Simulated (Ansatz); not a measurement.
Ti$_{2}$C: how the energy converges with the cutoff

Ti$_{2}$C, P1, a = 5.136 Å, b = 5.193 Å, c = 5.170 Å, α, β, γ = 34.7°, 34.7°, 34.3°. Ansatz: PBEsol, PAW, cutoff varied, Γ-centred 12×12×12 mesh on 3 atoms, Gaussian smearing 0.10 eV; no spin polarisation. Single points at one geometry with displaced atoms, the cutoff alone changed; ΔE is the energy at zero smearing over the run at 600 eV. The runs up to 350 eV lie under the cutoff recommended for these PAW datasets.

```tsv
cutoff (eV)	ΔE (meV/atom)
200	3885.73
250	894.46
300	?
350	17.44
420	1.61
```

**Question.** Assume ΔE falls exponentially with the cutoff, fit y = ln ΔE against x, the cutoff in eV, to the other rows, and predict the missing value.

**Answer.** y = 8.265, 6.796, 2.859, 0.476. Means x = 305.0, y = 4.5990; Σ(Δx)² = 29300, ΣΔxΔy = -1058; the slope is their ratio. y = 15.61 − 0.03612 x, a factor of ten per 64 eV. At 300 eV this gives ΔE = 118.39 meV/atom. The run gave 147.61, a ratio of 0.80. Between neighbouring rows the decay runs from a factor of ten per 54 eV to one per 78 eV, so one exponential is only a rough guide.

Cost: 6 runs of about 3.4 core-minutes in all, on Intel Xeon Processor @ 2.70GHz (shared hosts).